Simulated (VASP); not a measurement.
# NbP (I4_1md) in VASP: notebook

Runs on NbP. Level: PBE. Tasks: density of states, optical spectrum.

Everything below comes from runs of VASP 6.6.1. Logs are shortened: lines on timing, memory, paths and dates and some standing lists are left out, and cuts for length are marked.

### 1 The structure

It takes space group I4_1md (No. 109, tetragonal). The conventional cell has a = 3.350 Å, b = 3.350 Å, c = 11.480 Å, α = 90.00°, β = 90.00°, γ = 90.00°. Around Nb (site symmetry 2mm) lie 6 P at 2.55 Å. P (site symmetry 2mm) has 6 Nb at 2.55 Å as nearest neighbours.

The cell is a database's computed one.

### 2 Density of states, PBE

File POSCAR:

```
NbP                                     
1.0
   -1.6749232500      1.6749232500      5.7401081800
    1.6749232500     -1.6749232500      5.7401081800
    1.6749232500      1.6749232500     -5.7401081800
  Nb              P             
     2     2
Direct
     0.7499367229990416    0.7499367229990416    1.0000000000000000
     0.4999367229990416    0.9999367229990416    0.5000000000000000
     0.3326918470009555    0.3326918470009555    0.0000000000000000
     0.0826918570009563    0.5826918570009564    0.5000000000000000
```

File INCAR.step1:

```
SYSTEM = NbP
ALGO = Normal ; EDIFF = 1E-7
ENCUT = 520 ; GGA = PE
ISIF = 2 ; ISMEAR = 0
LASPH = .True. ; LCHARG = .True.
LMAXMIX = 4 ; LREAL = .False.
LWAVE = .False. ; NELM = 80
PREC = Accurate ; SIGMA = 0.1
```

File KPOINTS.step1:

```
k-points
0
Gamma
  18 18 18
  0 0 0
```

File INCAR.step2:

```
SYSTEM = NbP
ALGO = Normal ; EDIFF = 1E-7
ENCUT = 520 ; GGA = PE
ICHARG = 11 ; ISIF = 2
ISMEAR = -5 ; LASPH = .True.
LCHARG = .False. ; LMAXMIX = 4
LORBIT = 10 ; LREAL = .False.
LWAVE = .False. ; NEDOS = 1001
NELM = 80 ; PREC = Accurate
SIGMA = 0.1
```

File KPOINTS.step2:

```
k-points
0
Gamma
  27 27 27
  0 0 0
```

Potentials or basis: VASP PAW PBE potentials, release 64 (Nb_sv, P).

Launch:

```console
cat potpaw_PBE.64/Nb_sv/POTCAR potpaw_PBE.64/P/POTCAR > POTCAR
cp INCAR.step1 INCAR
cp KPOINTS.step1 KPOINTS
mpirun -np 1 vasp_std > vasp.out
cp INCAR.step2 INCAR
cp KPOINTS.step2 KPOINTS
mpirun -np 1 vasp_std > vasp.out
```

OUTCAR:

```text
SYSTEM = NbP
   EDIFF = 1E-7
   ENCUT = 520
   GGA = PE
   ICHARG = 11
   ISIF = 2
   ISMEAR = -5
   LASPH = .True.
   LORBIT = 10
   LREAL = .False.
   NELM = 80
   PREC = Accurate

 ion  position               nearest neighbor table
   1  0.750  0.750  0.000-   4 2.55   4 2.55   3 2.55   3 2.55   3 2.55   3 2.55
   2  0.500  1.000  0.500-   3 2.55   3 2.55   4 2.55   4 2.55   4 2.55   4 2.55
   3  0.333  0.333  0.000-   2 2.55   2 2.55   1 2.55   1 2.55   1 2.55   1 2.55
   4  0.083  0.583  0.500-   1 2.55   1 2.55   2 2.55   2 2.55   2 2.55   2 2.55

  LATTYP: Found a body centered tetragonal cell.
 ALAT       =     3.3498465000
 C/A-ratio  =     3.4270872889

  Lattice vectors:

 A1 = (  -1.6749232500,   1.6749232500,   5.7401081800)
 A2 = (   1.6749232500,  -1.6749232500,   5.7401081800)
 A3 = (   1.6749232500,   1.6749232500,  -5.7401081800)

Analysis of symmetry for initial positions (statically):
=====================================================================
 Subroutine PRICEL returns:
 Original cell was already a primitive cell.

 Routine SETGRP: Setting up the symmetry group for a
 body centered tetragonal supercell.

 Subroutine GETGRP returns: Found  8 space group operations
 (whereof  4 operations were pure point group operations)
 out of a pool of 16 trial point group operations.

The static configuration has the point symmetry C_2v.
 The point group associated with its full space group is C_4v.

Analysis of symmetry for dynamics (positions and initial velocities):
=====================================================================
 Subroutine PRICEL returns:
 Original cell was already a primitive cell.

 Routine SETGRP: Setting up the symmetry group for a
 body centered tetragonal supercell.

 Subroutine GETGRP returns: Found  8 space group operations
 (whereof  4 operations were pure point group operations)
 out of a pool of 16 trial point group operations.

The dynamic configuration has the point symmetry C_2v.
 The point group associated with its full space group is C_4v.

 Subroutine INISYM returns: Found  8 space group operations
 (whereof  4 operations are pure point group operations),
 and found     1 'primitive' translations

----------------------------------------------------------------------------------------

                                     Primitive cell

  volume of cell :      64.4125

  direct lattice vectors                    reciprocal lattice vectors
    -1.674923250  1.674923250  5.740108180     0.000000000  0.298521141  0.087106372
     1.674923250 -1.674923250  5.740108180     0.298521141  0.000000000  0.087106372
     1.674923250  1.674923250 -5.740108180     0.298521141  0.298521141  0.000000000

  length of vectors
     6.209635875  6.209635875  6.209635875     0.310970082  0.310970082  0.422172647

  position of ions in fractional coordinates (direct lattice)
     0.749936723  0.749936723  0.000000000
     0.499936723  0.999936723  0.500000000
     0.332691847  0.332691847  0.000000000
     0.082691857  0.582691857  0.500000000

  ion indices of the primitive-cell ions
   primitive index   ion index
                 1           1
                 2           2
                 3           3
                 4           4

----------------------------------------------------------------------------------------

 KPOINTS: k-points

Automatic generation of k-mesh.
 Grid dimensions read from file:
 generate k-points for:   27   27   27

 Generating k-lattice:

  Cartesian coordinates                     Fractional coordinates (reciprocal lattice)
     0.000000000  0.011056339  0.003226162     0.037037037  0.000000000  0.000000000
     0.011056339  0.000000000  0.003226162     0.000000000  0.037037037  0.000000000
     0.011056339  0.011056339  0.000000000     0.000000000  0.000000000  0.037037037

  Length of vectors
     0.011517410  0.011517410  0.015636024

  Shift w.r.t. Gamma in fractional coordinates (k-lattice)
     0.000000000  0.000000000  0.000000000

 TETIRR: Found  24933 inequivalent tetrahedra from   118098

 Subroutine IBZKPT returns following result:
 ===========================================

 Found   1470 irreducible k-points:

 Following reciprocal coordinates:
            Coordinates               Weight
  0.000000  0.000000  0.000000      1.000000
  0.037037  0.000000  0.000000      8.000000
  0.074074  0.000000  0.000000      8.000000
  0.111111  0.000000 -0.000000      8.000000
  0.148148  0.000000 -0.000000      8.000000
  0.185185  0.000000 -0.000000      8.000000
[... 16 lines left out ...]
  0.333333  0.037037 -0.000000     16.000000
  0.370370  0.037037  0.000000     16.000000
 [... further k-points ...]
   k-points           NKPTS =   1470   k-points in BZ     NKDIM =   1470   number of bands    NBANDS=     22
   number of dos      NEDOS =   1001   number of ions     NIONS =      4
   total plane-waves  NPLWV = 110592
   dimension x,y,z NGX =    48 NGY =   48 NGZ =   48
   dimension x,y,z NGXF=    96 NGYF=   96 NGZF=   96
   ions per type =               2   2
   NGX,Y,Z   is equivalent  to a cutoff of  12.85, 12.85, 12.85 a.u.
   NGXF,Y,Z  is equivalent  to a cutoff of  25.70, 25.70, 25.70 a.u.
 SYSTEM =  NbP
   PREC   = accura    normal or accurate (medium, high low for compatibility)
   ISTART =      0    job   : 0-new  1-cont  2-samecut
   ICHARG =     11    charge: 1-file 2-atom 10-const
   ISPIN  =      1    spin polarized calculation?
   LNONCOLLINEAR =      F non collinear calculations
   LSORBIT =      F    spin-orbit coupling
   LASPH  =      T    aspherical Exc in radial PAW
   ENCUT  =  520.0 eV  38.22 Ry    6.18 a.u.  11.55 11.55 11.55*2*pi/ulx,y,z
   NELM   =     80;   NELMIN=  2; NELMDL=  0     # of ELM steps
   EDIFF  = 0.1E-06   stopping-criterion for ELM
   LREAL  =      F    real-space projection
   EDIFFG = 0.1E-05   stopping-criterion for IOM
   NSW    =      0    number of steps for IOM
   IBRION =     -1    ionic relax: 0-MD 1-quasi-New 2-CG
   NFREE  =      0    steps in history (QN), initial steepest desc. (CG)
   ISIF   =      2    stress and relaxation
   ISYM   =      2    0-nonsym 1-usesym 2-fastsym
   POTIM  = 0.5000    time-step for ionic-motion
   TEBEG  =    0.0;   TEEND  =   0.0 temperature during run
   PSTRESS=    0.0 pullay stress
   NELECT =      36.0000    total number of electrons
   NUPDOWN=      -1.0000    fix difference up-down
   EMIN   =  10.00;   EMAX   =-10.00  energy-range for DOS
   EFERMI =   0.00;   METHOD = LEGACY
   ISMEAR =    -5;   SIGMA  =   0.10  broadening in eV -4-tet -1-fermi 0-gaus
   EFERMI_NEDOS =   21; number of points for ismear=-14 and -15
   IALGO  =     38    algorithm
   IMIX   =      4    mixing-type and parameters
     AMIX     =   0.40;   BMIX     =  1.00
     AMIX_MAG =   1.60;   BMIX_MAG =  1.00
  volume/ion in A,a.u.               =      16.10       108.67
  Fermi-wavevector in a.u.,A,eV,Ry     =   1.348504  2.548304 24.741706  1.818464
  Thomas-Fermi vector in A             =   2.476168
   LORBIT       =     10    0 simple, 1 ext, 2 COOP (PROOUT), +10 PAW based schemes
   GGA     = PE    functional components
   LHFCALC =     F    Hartree Fock is set to
   AEXX    =    0.0000 exact exchange contribution
   IVDW    =     0    specifies the selected vdW correction
   LEPSILON=     F    determine dielectric tensor
   LRPA    =     F    only Hartree local field effects (RPA)
 non-spin polarized calculation
 Fermi weights with tetrahedron method with Bloechl corrections
  energy-cutoff  :      520.00
  volume of cell :       64.41
 maximum number of plane-waves:      1753

 number of electron      35.9999999 magnetization

 Free energy of the ion-electron system (eV)
  ---------------------------------------------------
  ext. energy  EPLUGINS =         0.00000000
  ---------------------------------------------------
  free energy    TOTEN  =       -35.31912133 eV

  energy without entropy =      -35.31912133  energy(sigma->0) =      -35.31912133

 E-fermi :  10.5837     XC(G=0): -11.9883

 val. band max:       10.6585153016   @ k =  -0.2963   0.4815   0.2963
 cond. band min:      10.5378049565   @ k =  -0.1481   0.3704   0.1481
 fundamental gap:     -0.1207103451
 Fermi energy:        10.5836864848

 k-point     1 :       0.0000    0.0000    0.0000
  band No.  band energies     occupation
      1     -44.3904      2.00000
      2     -44.3537      2.00000
      3     -20.6493      2.00000
      4     -20.4510      2.00000
      5     -20.4510      2.00000
      6     -20.3095      2.00000
[... 14 lines left out ...]
     21      13.2128      0.00000
     22      13.6925      0.00000

 k-point     2 :       0.0370    0.0000    0.0000
  band No.  band energies     occupation
      1     -44.3901      2.00000
      2     -44.3535      2.00000
      3     -20.6480      2.00000
      4     -20.4547      2.00000
      5     -20.4507      2.00000
      6     -20.3134      2.00000
[... 14 lines left out ...]
     21      13.1938      0.00000
     22      13.6504      0.00000

 k-point     3 :       0.0741    0.0000    0.0000
  band No.  band energies     occupation
      1     -44.3892      2.00000
      2     -44.3531      2.00000
      3     -20.6443      2.00000
      4     -20.4656      2.00000
      5     -20.4498      2.00000
      6     -20.3244      2.00000
[... 14 lines left out ...]
     21      13.0941      0.00000
     22      13.5382      0.00000

 k-point     4 :       0.1111    0.0000   -0.0000
  band No.  band energies     occupation
      1     -44.3876      2.00000
      2     -44.3525      2.00000
      3     -20.6385      2.00000
      4     -20.4829      2.00000
      5     -20.4484      2.00000
      6     -20.3413      2.00000
[... 14 lines left out ...]
     21      12.8823      0.00000
     22      13.5356      0.00000

 k-point     5 :       0.1481    0.0000   -0.0000
  band No.  band energies     occupation
      1     -44.3855      2.00000
      2     -44.3517      2.00000
      3     -20.6313      2.00000
      4     -20.5050      2.00000
      5     -20.4466      2.00000
      6     -20.3629      2.00000
[... 14 lines left out ...]
     21      12.6360      0.00000
     22      13.4194      0.00000

 k-point     6 :       0.1852    0.0000   -0.0000
  band No.  band energies     occupation
      1     -44.3830      2.00000
      2     -44.3508      2.00000
      3     -20.6242      2.00000
      4     -20.5294      2.00000
      5     -20.4444      2.00000
      6     -20.3877      2.00000
[... 14 lines left out ...]
     21      12.4162      0.00000
     22      13.2889      0.00000

 k-point     7 :       0.2222    0.0000    0.0000
  band No.  band energies     occupation
      1     -44.3801      2.00000
      2     -44.3498      2.00000
      3     -20.6213      2.00000
      4     -20.5514      2.00000
      5     -20.4419      2.00000
      6     -20.4142      2.00000
[... 324 lines left out ...]
      6     -20.4131      2.00000
[... 14 lines left out ...]
     21      12.3149      0.00000
     22      13.2185      0.00000

 k-point    21 :       0.2593    0.0370    0.0000
  band No.  band energies     occupation
      1     -44.3765      2.00000
      2     -44.3491      2.00000
      3     -20.6281      2.00000
      4     -20.5609      2.00000
      5     -20.4433      2.00000
      6     -20.4388      2.00000
[... 14 lines left out ...]
     21      12.2348      0.00000
     22      13.1217      0.00000

 k-point    22 :       0.2963    0.0370   -0.0000
  band No.  band energies     occupation
      1     -44.3734      2.00000
      2     -44.3482      2.00000
      3     -20.6501      2.00000
      4     -20.5602      2.00000
      5     -20.4617      2.00000
      6     -20.4405      2.00000
[... 14 lines left out ...]
     21      12.2442      0.00000
     22      13.0940      0.00000

 k-point    23 :       0.3333    0.0370   -0.0000
  band No.  band energies     occupation
      1     -44.3705      2.00000
      2     -44.3475      2.00000
      3     -20.6754      2.00000
      4     -20.5587      2.00000
      5     -20.4779      2.00000
      6     -20.4381      2.00000
[... 14 lines left out ...]
     21      12.3460      0.00000
     22      13.1498      0.00000

 k-point    24 :       0.3704    0.0370    0.0000
  band No.  band energies     occupation
      1     -44.3679      2.00000
      2     -44.3469      2.00000
      3     -20.6989      2.00000
      4     -20.5621      2.00000
      5     -20.4848      2.00000
      6     -20.4360      2.00000
[... 14 lines left out ...]
     21      12.5297      0.00000
     22      13.2255      0.00000

 [... further k-points ...]

------------------------ aborting loop because EDIFF is reached ----------------------------------------

  FORCE on cell =-STRESS in cart. coord.  units (eV):
  Direction    XX          YY          ZZ          XY          YZ          ZX
  --------------------------------------------------------------------------------------
  -------------------------------------------------------------------------------------
  Total       -0.5527191     -0.5527191     -0.7036836      0.0000000      0.0000000      0.0000000
  in kB      -13.7481786    -13.7481786    -17.5032261      0.0000000      0.0000000      0.0000000
  external PRESSURE =     -14.9998611 kB  Pullay stress =       0.0000000 kB

 VOLUME and BASIS-vectors are now :
 -----------------------------------------------------------------------------
  energy-cutoff  :      520.00
  volume of cell :       64.41
      direct lattice vectors                 reciprocal lattice vectors
    -1.674923250  1.674923250  5.740108180     0.000000000  0.298521141  0.087106372
     1.674923250 -1.674923250  5.740108180     0.298521141  0.000000000  0.087106372
     1.674923250  1.674923250 -5.740108180     0.298521141  0.298521141  0.000000000

 POSITION                                       TOTAL-FORCE (eV/Angst)
 -----------------------------------------------------------------------------------
      0.00000      0.00000      8.60944         0.000000      0.000000      0.002920
      1.67492      0.00000      5.73938        -0.000000     -0.000000      0.002920
      0.00000      0.00000      3.81937         0.000000     -0.000000     -0.002920
      1.67492      0.00000      0.94932        -0.000000      0.000000     -0.002920
 -----------------------------------------------------------------------------------
    total drift:                               -0.000000     -0.000000     -0.001242

  FREE ENERGIE OF THE ION-ELECTRON SYSTEM (eV)
  ---------------------------------------------------
  free  energy   TOTEN  =       -35.3191213259 eV

  energy  without entropy=      -35.3191213259  energy(sigma->0) =      -35.31912133

 total charge

# of ion       s       p       d       tot
------------------------------------------
    1        2.155   6.027   2.455  10.637
    2        2.155   6.027   2.455  10.637
    3        1.020   1.529   0.000   2.549
    4        1.020   1.529   0.000   2.549
--------------------------------------------------
tot          6.351  15.113   4.910  26.374
```

Wall time 46 min (1 thread of Intel Xeon Platinum 8559C (Emerald Rapids), shared host); peak memory 1.8 GiB.

What came out:

```
Valence electrons inside the program's atomic spheres : Nb 10.64; P 2.55
```

Levels at points of the mesh, in eV from the Fermi level:
| k point | band 14 | band 15 | band 16 | band 17 | band 18 | band 19 | band 20 | band 21 | band 22 |
| --- | --- | --- | --- | --- | --- | --- | --- | --- | --- |
| (0.00, 0.00, 0.00) | -2.25 | -2.15 | -1.73 | -1.38 | -1.38 | 0.81 | 1.57 | 2.63 | 3.11 |

States per cell in windows of 0.5 eV (zero at the Fermi level; states under -8 eV left out):
| from (eV) | total | Nb1_d | Nb2_d | P3_p | P4_p | Nb1_p | Nb2_p |
| --- | --- | --- | --- | --- | --- | --- | --- |
| -8.0 | 0.00 | 0.00 | 0.00 | 0.00 | 0.00 | 0.00 | 0.00 |
| -7.5 | 0.00 | 0.00 | 0.00 | 0.00 | 0.00 | 0.00 | 0.00 |
| -7.0 | 0.00 | 0.00 | 0.00 | 0.00 | 0.00 | 0.00 | 0.00 |
| -6.5 | 0.22 | 0.01 | 0.01 | 0.02 | 0.02 | 0.00 | 0.00 |
| -6.0 | 0.85 | 0.05 | 0.05 | 0.09 | 0.09 | 0.01 | 0.01 |
| -5.5 | 1.80 | 0.15 | 0.15 | 0.20 | 0.20 | 0.02 | 0.02 |
| -5.0 | 0.76 | 0.07 | 0.07 | 0.09 | 0.09 | 0.01 | 0.01 |
| -4.5 | 1.17 | 0.11 | 0.11 | 0.14 | 0.14 | 0.02 | 0.02 |
| -4.0 | 1.51 | 0.16 | 0.16 | 0.18 | 0.18 | 0.02 | 0.02 |
| -3.5 | 1.39 | 0.18 | 0.18 | 0.17 | 0.17 | 0.02 | 0.02 |
| -3.0 | 2.36 | 0.32 | 0.32 | 0.30 | 0.30 | 0.03 | 0.03 |
| -2.5 | 1.88 | 0.31 | 0.31 | 0.21 | 0.21 | 0.02 | 0.02 |
| -2.0 | 0.71 | 0.14 | 0.14 | 0.06 | 0.06 | 0.00 | 0.00 |
| -1.5 | 1.27 | 0.30 | 0.30 | 0.05 | 0.05 | 0.01 | 0.01 |
| -1.0 | 2.25 | 0.56 | 0.56 | 0.06 | 0.06 | 0.02 | 0.02 |
| -0.5 | 0.64 | 0.15 | 0.15 | 0.02 | 0.02 | 0.01 | 0.01 |
| 0.0 | 0.69 | 0.22 | 0.22 | 0.02 | 0.02 | 0.00 | 0.00 |
| 0.5 | 0.79 | 0.25 | 0.25 | 0.02 | 0.02 | 0.00 | 0.00 |
| 1.0 | 1.25 | 0.42 | 0.42 | 0.03 | 0.03 | 0.00 | 0.00 |
| 1.5 | 1.24 | 0.41 | 0.41 | 0.03 | 0.03 | 0.00 | 0.00 |
| 2.0 | 1.41 | 0.45 | 0.45 | 0.05 | 0.05 | 0.01 | 0.01 |
| 2.5 | 1.89 | 0.60 | 0.60 | 0.06 | 0.06 | 0.01 | 0.01 |
| 3.0 | 0.88 | 0.29 | 0.29 | 0.02 | 0.02 | 0.00 | 0.00 |
| 3.5 | 0.04 | 0.01 | 0.01 | 0.00 | 0.00 | 0.00 | 0.00 |
| 4.0 | 0.00 | 0.00 | 0.00 | 0.00 | 0.00 | 0.00 | 0.00 |
| 4.5 | 0.00 | 0.00 | 0.00 | 0.00 | 0.00 | 0.00 | 0.00 |
| 5.0 | 0.00 | 0.00 | 0.00 | 0.00 | 0.00 | 0.00 | 0.00 |
| 5.5 | 0.00 | 0.00 | 0.00 | 0.00 | 0.00 | 0.00 | 0.00 |

Caveat: tetrahedron occupations give inexact forces and stress in metals.

[end of part 1 of 2]
